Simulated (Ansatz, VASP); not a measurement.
**Two plane-wave programs on C**

```
C
1.0
     2.46513    0.00000    0.00000
    -1.23256    2.13486    0.00000
     0.00000    0.00000    6.74097
C
4
Cartesian
  0.0000 0.0000 0.0169
  0.0000 0.0000 3.3873
  0.0000 1.4232 0.0169
  1.2326 0.7116 3.3873
```

Alike in both runs: functional PBE; dispersion D3(BJ); k mesh 18 × 18 × 6; occupations gaussian, width 0.1 eV; no spin polarisation.

Ansatz relaxed the structure, and its values are those at the end. VASP's run is a single point on that final structure, the one shown.

|  | VASP | Ansatz |
| --- | --- | --- |
| version | VASP 6.6.1 | Ansatz 0.2.0 |
| potentials or method | VASP PAW PBE potentials, release 64 (C) | scalar-relativistic, plane waves, PAW |
| plane-wave cutoff (eV) | 520 | 420 |
| valence electrons in the cell | 16 | 16 |

VASP gave:

| Property | Result |
| --- | --- |
| gap on the k mesh at the Fermi level (eV) | none |
| pressure (GPa) | 0.4 |

Q: Estimate Ansatz's values.

A: gap on the k mesh at the Fermi level (eV): none; pressure (GPa): -0.1.

A gap of «none» marks a metal or a gap that the smearing closes.
